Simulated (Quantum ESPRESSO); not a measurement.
Runs of Quantum ESPRESSO 7.5 on RbBr. The structure is cubic, space group Fm-3m (No. 225). The conventional cell has a = 6.854 Å, b = 6.854 Å, c = 6.854 Å, α = 90.00°, β = 90.00°, γ = 90.00°. Rb (site symmetry m-3m) is surrounded by 6 Br at 3.43 Å. Around Br (site symmetry m-3m) lie 6 Rb at 3.43 Å. 

```csv
level,potentials or basis,cutoff (eV),form of the LDA correlation,pressure (GPa)
BLYP,PseudoDojo 0.4.1 SR PBE standard,626,-,1.9
PBEsol,PseudoDojo 0.4.1 SR PBEsol standard,626,-,(b)
PBE,PseudoDojo 0.4.1 SR PBE standard,626,-,1.0
LDA,PseudoDojo 0.4.1 SR LDA standard,599,PW92,(a)
WC,PseudoDojo 0.4.1 SR PBE standard,626,-,0.1
AM05,PseudoDojo 0.4.1 SR PBE standard,626,-,0.7
```

Alike in all rows: task dielectric tensor; no spin polarisation; cell as given; k mesh 6 × 6 × 6, shifted; smearing fermi-dirac 0.05 eV.

**Question.** Fill in the values left out.

**Answer.** (a) -1.3; (b) -0.1.

Caveats: the potentials were made for another functional, which shifts forces and pressure (some runs).
